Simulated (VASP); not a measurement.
# BN (strained rocksalt): a PBE single-point calculation in VASP

INCAR

```
NELM = 120
PREC = Accurate
SIGMA = 0.02
LASPH = .TRUE.
ENCUT = 520
IBRION = -1
ISMEAR = -1
EDIFF = 1E-7
LCHARG = .FALSE.
LREAL = .FALSE.
ISIF = 2
LWAVE = .FALSE.
GGA = PE
NSW = 0
NBANDS = 11
```

KPOINTS

```
KPOINTS created by Atomic Simulation Environment
0
Gamma
12 12 12
0 0 0
```

KPOINTS_OPT

```
special points
8
Reciprocal
0.0000000000 0.0000000000 0.0000000000 1
0.5000000000 0.0000000000 0.5000000000 1
0.6250000000 0.2500000000 0.6250000000 1
0.3750000000 0.3750000000 0.7500000000 1
0.5000000000 0.5000000000 0.5000000000 1
0.5000000000 0.2500000000 0.7500000000 1
0.1627600000 0.1627600000 0.3268230000 1
0.5000000000 0.5000000000 0.0000000000 1
```

POSCAR

```
B  N
 1.0000000000000000
     0.0000000000000000    1.7458259350000001    1.7283676755999999
     1.7458259350000001    0.0000000000000000    1.7283676755999999
     1.7458259350000001    1.7458259350000001    0.0000000000000000
 B   N
   1   1
Cartesian
  0.0000000000000000  0.0000000000000000  0.0000000000000000
  1.7458259350000001  1.7458259350000001  1.7283676755999999
```

VASP ran with the recommended PBE PAW datasets (8 valence electrons in the cell).

Command

```
mpirun -np 1 vasp_std
```

OSZICAR

```
N       E                     dE             d eps       ncg     rms          rms(c)
DAV:   1     0.120094060360E+02    0.12009E+02   -0.50903E+03  3682   0.735E+02
DAV:   2    -0.142709924998E+02   -0.26280E+02   -0.24904E+02  4196   0.160E+02
DAV:   3    -0.147677212349E+02   -0.49673E+00   -0.49574E+00  4255   0.183E+01
DAV:   4    -0.147681464007E+02   -0.42517E-03   -0.42516E-03  4003   0.596E-01
DAV:   5    -0.147681465905E+02   -0.18975E-06   -0.18975E-06  4189   0.132E-02    0.634E+00
DAV:   6    -0.139298416637E+02    0.83830E+00   -0.41559E+00  3901   0.106E+01    0.241E+00
DAV:   7    -0.139357451202E+02   -0.59035E-02   -0.80479E-02  3964   0.241E+00    0.160E+00
DAV:   8    -0.139399639318E+02   -0.42188E-02   -0.72257E-03  3793   0.640E-01    0.300E-01
DAV:   9    -0.139397235502E+02    0.24038E-03   -0.10671E-03  3948   0.174E-01    0.816E-02
DAV:  10    -0.139397305269E+02   -0.69767E-05   -0.36738E-05  3976   0.470E-02    0.440E-03
DAV:  11    -0.139397310331E+02   -0.50618E-06   -0.54286E-07  4093   0.585E-03    0.323E-03
DAV:  12    -0.139397310258E+02    0.73380E-08   -0.26813E-08  2333   0.158E-03
   1 F= -.13939731E+02 E0= -.13939731E+02  d E =-.358468E-10
       N       E                     dE             ncg
DAV:   1     0.100038595281E+04   -0.25986E+04      176
DAV:   2     0.791344345896E+03   -0.20904E+03      205
DAV:   3     0.787602437867E+03   -0.37419E+01      209
DAV:   4     0.787600011429E+03   -0.24264E-02      197
DAV:   5     0.787600010438E+03   -0.99161E-06      206
DAV:   6     0.787600010437E+03   -0.29877E-09      197
```

From OUTCAR

```
k-points           NKPTS =    163   k-points in BZ     NKDIM =    163   number of bands    NBANDS=     11

   NELECT =       8.0000    total number of electrons

   dimension x,y,z NGX =    18 NGY =   18 NGZ =   18
   dimension x,y,z NGXF=    36 NGYF=   36 NGZF=   36

  energy-cutoff  :      520.00
  volume of cell :       10.54
      direct lattice vectors                 reciprocal lattice vectors
     0.000000000  1.745825935  1.728367676    -0.286397395  0.286397395  0.289290298
     1.745825935  0.000000000  1.728367676     0.286397395 -0.286397395  0.289290298
     1.745825935  1.745825935  0.000000000     0.286397395  0.286397395 -0.289290298

 k-points in reciprocal lattice and weights: KPOINTS created by Atomic Simulation Env
   0.00000000  0.00000000  0.00000000       0.001
   0.08333333 -0.00000000  0.00000000       0.005
   0.16666667  0.00000000  0.00000000       0.005
   0.25000000 -0.00000000  0.00000000       0.005
   0.33333333 -0.00000000  0.00000000       0.005
   0.41666667  0.00000000  0.00000000       0.005
   0.50000000 -0.00000000  0.00000000       0.002
   0.08333333  0.08333333  0.00000000       0.001
   ...

 E-fermi :  10.9780

 k-point     1 :       0.0000    0.0000    0.0000
  band No.  band energies     occupation
      1     -12.0996      2.00000
      2       9.5059      2.00000
      3       9.7411      2.00000
      4       9.7411      2.00000
      5      19.9866      0.00000
      6      22.5612      0.00000
      7      22.5612      0.00000
      8      23.1134      0.00000
      9      29.1434      0.00000
     10      29.1434      0.00000
     11      29.3035      0.00000

 k-point     2 :       0.0833   -0.0000    0.0000
  band No.  band energies     occupation
      1     -11.9027      2.00000
      2       8.8031      2.00000
      3       9.5910      2.00000
      4       9.7179      2.00000
      5      20.1972      0.00000
      6      21.8918      0.00000
      7      22.1269      0.00000
      8      22.7368      0.00000
      9      28.5727      0.00000
     10      29.6511      0.00000
     11      29.7442      0.00000

 k-point     3 :       0.1667    0.0000    0.0000
  band No.  band energies     occupation
      1     -11.3169      2.00000
      2       6.7154      2.00000
      3       9.5734      2.00000
      4       9.6734      2.00000
      5      20.0521      0.00000
      6      20.3522      0.00000
      7      20.6874      0.00000
      8      22.8070      0.00000
      9      28.2813      0.00000
     10      31.0873      0.00000
     11      31.1402      0.00000

 k-point     4 :       0.2500   -0.0000    0.0000
  band No.  band energies     occupation
      1     -10.3607      2.00000
      2       4.0630      2.00000
      3       9.6119      2.00000
      4       9.6608      2.00000
      5      18.6274      0.00000
      6      18.8261      0.00000
      7      19.3952      0.00000
      8      23.4682      0.00000
      9      28.9917      0.00000
     10      33.3269      0.00000
     11      33.3310      0.00000

 k-point     5 :       0.3333   -0.0000    0.0000
  band No.  band energies     occupation
      1      -9.0856      2.00000
      2       1.3519      2.00000
      3       9.7147      2.00000
      4       9.7226      2.00000
      5      17.1237      0.00000
      6      17.3086      0.00000
      7      18.6030      0.00000
      8      24.0360      0.00000
      9      30.4918      0.00000
     10      36.2089      0.00000
     11      36.2532      0.00000

 k-point     6 :       0.4167    0.0000    0.0000
  band No.  band energies     occupation
      1      -7.6685      2.00000
      2      -1.0013      2.00000
      3       9.8099      2.00000
      4       9.8663      2.00000
      5      16.0893      0.00000
      6      16.2388      0.00000
      7      18.0999      0.00000
      8      24.3577      0.00000
      9      32.3248      0.00000
     10      39.6228      0.00000
     11      39.7014      0.00000

 k-point     7 :       0.5000   -0.0000    0.0000
  band No.  band energies     occupation
      1      -6.8534      2.00000
      2      -2.1393      2.00000
      3       9.8606      2.00000
      4       9.9373      2.00000
      5      15.7153      0.00000
      6      15.8483      0.00000
      7      17.9288      0.00000
      8      24.4598      0.00000
      9      33.3892      0.00000
     10      39.0177      0.00000
     11      42.6121      0.00000

 k-point     8 :       0.0833    0.0833    0.0000
  band No.  band energies     occupation
      1     -11.8337      2.00000
      2       9.2233      2.00000
      3       9.2758      2.00000
      4       9.2758      2.00000
      5      20.3478      0.00000
      6      21.3040      0.00000
      7      22.5590      0.00000
      8      22.5590      0.00000
      9      27.3899      0.00000
     10      30.4654      0.00000
     11      30.4654      0.00000

 k-point     9 :       0.1667    0.0833    0.0000
  band No.  band energies     occupation
      1     -11.3736      2.00000
      2       7.5252      2.00000
      3       8.8755      2.00000
      4       9.5813      2.00000
      5      19.3657      0.00000
      6      20.7786      0.00000
      7      21.9977      0.00000
      8      22.6479      0.00000
      9      26.6126      0.00000
     10      31.7174      0.00000
     11      32.0941      0.00000

 k-point    10 :       0.2500    0.0833    0.0000
  band No.  band energies     occupation
      1     -10.5351      2.00000
      2       5.0403      2.00000
      3       8.6149      2.00000
      4       9.7440      2.00000
      5      17.6606      0.00000
      6      20.2111      0.00000
      7      20.6576      0.00000
      8      23.2978      0.00000
      9      27.1029      0.00000
     10      33.3113      0.00000
     11      34.3960      0.00000

 k-point    11 :       0.3333    0.0833    0.0000
  band No.  band energies     occupation
      1      -9.3550      2.00000
      2       2.3387      2.00000
      3       8.5650      2.00000
      4       9.6890      2.00000
      5      16.3391      0.00000
      6      19.1179      0.00000
      7      19.4581      0.00000
      8      24.0444      0.00000
      9      28.5475      0.00000
     10      35.4790      0.00000
     11      37.3025      0.00000

 k-point    12 :       0.4167    0.0833    0.0000
  band No.  band energies     occupation
      1      -7.9478      2.00000
      2      -0.1660      2.00000
      3       8.7561      2.00000
      4       9.3900      2.00000
      5      15.6471      0.00000
      6      17.7235      0.00000
      7      18.9485      0.00000
      8      24.5236      0.00000
      9      30.6326      0.00000
     10      37.8476      0.00000
     11      40.6676      0.00000

 k-point    13 :       0.5000    0.0833    0.0000
  band No.  band energies     occupation
      1      -6.7878      2.00000
      2      -1.8470      2.00000
      3       8.9162      2.00000
      4       9.1659      2.00000
      5      15.6342      0.00000
      6      16.6674      0.00000
      7      18.7855      0.00000
      8      24.7330      0.00000
      9      32.6946      0.00000
     10      37.6463      0.00000
     11      42.3851      0.00000

 k-point    14 :      -0.4167    0.0833    0.0000
  band No.  band energies     occupation
      1      -7.0981      2.00000
      2      -1.4218      2.00000
      3       8.4388      2.00000
      4       9.6962      2.00000
      5      16.1056      0.00000
      6      16.1737      0.00000
      7      19.0005      0.00000
      8      24.7047      0.00000
      9      32.6022      0.00000
     10      38.0719      0.00000
     11      39.3688      0.00000

 k-point    15 :      -0.3333    0.0833    0.0000
  band No.  band energies     occupation
      1      -8.4520      2.00000
      2       0.6717      2.00000
      3       8.1091      2.00000
      4      10.1612      2.00000
      5      16.2064      0.00000
      6      17.0921      0.00000
      7      19.5980      0.00000
      8      24.4261      0.00000
      9      30.7109      0.00000
     10      35.9211      0.00000
     11      39.2412      0.00000

 k-point    16 :      -0.2500    0.0833    0.0000
  band No.  band energies     occupation
      1      -9.8033      2.00000
      2       3.2996      2.00000
      3       8.0028      2.00000
      4      10.3858      2.00000
      5      17.0628      0.00000
      6      18.2350      0.00000
      7      20.5176      0.00000
      8      23.8584      0.00000
      9      28.9775      0.00000
     10      33.0674      0.00000
     11      36.7234      0.00000

 ...

  Total        0.4690461      0.4690461      0.6397056      0.0000000     -0.0000000     -0.0000000
  in kB       71.3276744     71.3276744     97.2798064      0.0000000     -0.0000000     -0.0000000
  external PRESSURE =      79.9783851 kB  Pullay stress =       0.0000000 kB

 POSITION                                       TOTAL-FORCE (eV/Angst)
 -----------------------------------------------------------------------------------
      0.00000      0.00000      0.00000         0.000000     -0.000000      0.000000
      1.74583      1.74583      1.72837        -0.000000      0.000000     -0.000000
 -----------------------------------------------------------------------------------
    total drift:                               -0.000000     -0.000000     -0.000000

  FREE ENERGIE OF THE ION-ELECTRON SYSTEM (eV)
  ---------------------------------------------------
  free  energy   TOTEN  =       -13.9397310258 eV

  energy  without entropy=      -13.9397310258  energy(sigma->0) =      -13.93973103
```

| Item | Value |
| --- | --- |
| gap between bands v and c | 1.11 eV |
| least direct gap | 5.78 eV |
| pressure | 8.0 GPa |

Band v is the last that the valence electrons fill when counted band by band, and c is the next.

The run took about 14 s on one core of a shared host (Intel Xeon Platinum 8488C) and held 0.13 GiB at most.
